Q: I have the electrons of compressed TiCo sorted by atom and by orbital. I was taught that titanium's d level lies above cobalt's. Does this list agree?

TiCo (Pm-3m) at 92% of its reference volume was computed with VASP 6.6.1 using PBE-D2, GW PAW potentials and a 600 eV cutoff, without spin-orbit coupling. The density used a 7x7x7 k mesh with 0.1 eV Gaussian smearing, the projected states an 11x11x11 mesh with the tetrahedron method. Electrons are counted from -12 eV up to the Fermi energy, which is the zero of energy.

```csv
projection name,projection electrons (e),projection band centre (eV)
Co1_d,6.850,-2.320
Ti2_d,1.610,-2.570
Co1_p,0.310,-2.620
Ti2_p,0.240,-2.900
Co1_s,0.250,-4.520
Ti2_s,0.320,-4.520
```

A: It can't settle that directly, because it deals with filled states only. "Projection electrons" counts the electrons found in one kind of orbital around one atom, from 12 eV below the Fermi energy up to it, so the inner shells are left out. "Projection band centre" is the average energy of those same electrons, measured from the Fermi energy. The electron density was fixed first, on a 7x7x7 mesh with gaussian occupations; the states listed here were then sampled on an 11x11x11 mesh with the tetrahedron method. In this list the filled Ti d electrons are centred 0.25 eV below the Co d electrons.

Q: That looks like the opposite of what I was taught.

A: It would be, if the centre were the level of the atom. But titanium has ten places for d electrons, and only 1.6 electrons are found in them. Most of its d character therefore belongs to empty states above the Fermi energy, which the average leaves out. What you see is the small part of titanium's d character that has been drawn into filled states.

Q: What draws it in, and why so deep?

A: Bonding with cobalt, by the usual argument for two levels that couple. The lower combination is mostly cobalt, since cobalt's level is the lower one, and the upper combination is mostly titanium. In a crystal the strength of the coupling differs from state to state, because the phases of the orbitals on neighbouring atoms differ. Where the coupling is strong, the lower state is pushed further down and also takes up more titanium. Where it is weak, the state stays near cobalt's own level and is almost pure cobalt.

So depth and titanium content grow together among the filled bonding states. An average weighted by titanium then lands lower than one weighted by cobalt. The calculation shows the order of the two centres; that bonding causes it is argued from theory. Some of the titanium count may also be the tails of cobalt orbitals reaching into the region around titanium, which a projection can't tell from titanium's own d orbitals.

Q: Is a quarter of an electronvolt a lot? Does titanium sit only at the bottom of the band?

A: A rough model answers that. Take all the filled d electrons of both atoms and cut them into a deep half and a shallow half, with their centres a distance D apart. Let f be titanium's share of the whole, f + t its share in the deep half and f − t its share in the shallow half. Titanium's centre then lies D·t/(2f) below the common mean, and cobalt's lies D·t/(2(1 − f)) above it. Together they are separated by

separation = D·t / [2f(1 − f)]

Titanium's share f is 0.19. For D we need a shape, so suppose that the filled d electrons are spread evenly up to the Fermi energy. Their mean lies 2.37 eV below it, and for an even spread D equals that same depth. Solving for t gives

t = 2 × 0.25 × 0.19 × 0.81 / 2.37 ≈ 0.03

Titanium thus holds about 22% of the deep half and 16% of the shallow half.

Q: So the tilt is slight.

A: Yes. If all of titanium's filled d weight sat in the deep half, the same model would separate the centres by about 1.5 eV, roughly six times what is found. In this model titanium is present in both halves of the filled d band, with a mild preference for the deep one. The two centres alone can't show how it is spread in detail. States just below the Fermi energy may already be antibonding and richer in titanium, which would offset part of the tilt. The value of t was worked out from the two d rows themselves, so it translates the separation into shares and doesn't test the bonding argument. A d band with strong peaks would change the shares somewhat.

Q: Then in a photoemission spectrum I shouldn't look for a titanium peak at −2.6 eV?

A: No, that number is an average over a broad, mixed band, and it needn't coincide with any peak. The crystal is also squeezed to 92% of its reference volume. Closer atoms couple more strongly, so the exact separation belongs to this compressed state.

Q: Cobalt has over four times as many d electrons as titanium. Has titanium handed its own over?

A: The counts don't show that. A free cobalt atom has seven 3d electrons and a free titanium atom has two, so most of the contrast is there before the atoms meet. Besides, about a quarter of the valence electrons lie outside everything the six rows catch, largely in the space between the atoms. With that much unassigned, these numbers can't be turned into ionic charges.

Q: The two s rows break the pattern. They are much deeper, and they agree with each other.

A: Both are centred at −4.52 eV, which fits a single broad band shared by the two atoms. Near its bottom the electron wave is long and hardly changes across one atom. Seen from the nucleus, a nearly constant wave looks the same in every direction, and that is what s character means. Higher in the band the wave is shorter and changes sign across the atom more readily, so p character grows.

Q: Can you put a number on that?

A: Treat the electrons outside the d rows as free, and look at a small region around each atom. There the s weight is the same for every wave, while the p weight grows as the square of the wave number, just as the energy does. Averaged over a filled band, s electrons then lie 3/5 of the way from its bottom to its top and p electrons 5/7, so p should be higher by 4/35 of the width. With two electrons in the band that makes 0.8 eV, and even with every electron outside the d rows it makes only 1.4 eV.

The calculation gives 1.9 eV for cobalt and 1.6 eV for titanium. The free-electron picture has the order right and the size too small. It leaves out the mixing of s and p states with d states. Both p centres lie close to the d centres, as they would if much of the p character came from that mixing or from the tails of d orbitals on neighbouring atoms. The regions around the atoms also aren't really small compared with the wavelength. I would look to these causes first for the rest. The printed analysis below has both estimates.

Q: What should I carry over to another compound of an early and a late transition metal?

A: Ask first which states are filled. While filling stops mainly among the bonding states, the metal with the higher d level shows its filled part at bonding depth, and its centre can fall below its partner's. Once many antibonding states are filled as well, that metal gains weight near the top, and its centre moves up again relative to its partner's. The order of filled centres reflects mixing and filling together, and the order of the atomic levels has to be found in another way.

Output of the analysis:

```
Filling of each shell and share of all projected electrons:
    row  filled percent  share percent
  Co1_d            68.5           71.5
  Ti2_d            16.1          16.81
  Co1_p           5.167          3.236
  Ti2_p               4          2.505
  Co1_s            12.5           2.61
  Ti2_s              16           3.34
Electrons in all six projections (e): 9.58
Valence electrons not caught by the projections (e): 3.42
The same as percent of the valence electrons: 26.31
Share of both d rows in the projected electrons (percent): 88.31
Co d electrons divided by Ti d electrons: 4.255
Ti share of the filled d weight (percent): 19.03
Ti d centre less Co d centre (eV): -0.25
Ti s centre less Co s centre (eV): 0
Mean centre of all filled d weight (eV): -2.368
Ti share needed in the deep half (percent): 22.28
Ti share needed in the shallow half (percent): 15.78
Shift if all Ti d weight sat in the deep half (eV): -1.462
Free-electron estimate of p centre less s centre, two electrons (eV): 0.7844
The same with all electrons outside the d rows (eV): 1.355
Computed Co p centre less Co s centre (eV): 1.9
Computed Ti p centre less Ti s centre (eV): 1.62
```
